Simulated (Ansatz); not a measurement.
# TiAl: the cost of one run

Computed with Ansatz 0.2.0 (DFT, scalar-relativistic, functionals as named in each step, unless a step's input says otherwise).

## 1. Starting point

Symmetry: P4/mmm, No. 123, tetragonal system. Conventional cell: a = 2.837 Å, b = 2.837 Å, c = 4.059 Å, α = 90.00°, β = 90.00°, γ = 90.00°. Ti (site symmetry 4/mmm) is surrounded by 4 Ti at 2.84 Å and 8 Al at 2.85 Å. Al (site symmetry 4/mmm) has 4 Al at 2.84 Å and 8 Ti at 2.85 Å in its first shell of neighbours.

Coordinates:

```
CELL_PARAMETERS angstrom
2.83730 0.00000 0.00000
0.00000 2.83730 0.00000
0.00000 0.00000 4.05910
ATOMIC_POSITIONS crystal
Ti 0.00000 0.00000 0.00000
Al 0.50000 0.50000 0.50000
```

Atoms are numbered in the order of the input: Ti1, Al2.

## 2. LDA, LAPW

input.yaml

```yaml
crystal:
  lattice:
    - [2.8373, 0.0, 0.0]
    - [0.0, 2.8373, 0.0]
    - [0.0, 0.0, 4.0591]
  atoms:
    - { symbol: Ti, position: [0.0, 0.0, 0.0] }
    - { symbol: Al, position: [0.5, 0.5, 0.5] }
kpoints:
  mp_grid: { grid: [12, 12, 8] }
  band_path:
    path:
      - [0.0, 0.0, 0.0]
      - [0.0, 0.5, 0.0]
      - [0.5, 0.5, 0.0]
      - [0.0, 0.0, 0.0]
      - [0.0, 0.0, 0.5]
      - [0.0, 0.5, 0.5]
      - [0.5, 0.5, 0.5]
      - [0.0, 0.0, 0.5]
      - [0.0, 0.5, 0.0]
    npoints: 5
scf:
  occupations: { method: fermi_dirac, width: 0.05 }
hamiltonian:
  xc: lda
  pseudopotentials: { kind: all_electron, lapw: { basis_error: 0.001 } }
output:
  forces: true
  stress: true
  eigenvalues: true
```

Started as:

```sh
$ ansatz run input.yaml --threads 1 --pin off --max-ram 2048MiB --backend cpu --events-out ev --progress --plain --runs-dir out
```

**Question.** How long does this run take on 1 thread of Arm Neoverse V1, shared host, and how much memory does it need?

About 22 s, with a peak of 0.42 GiB.
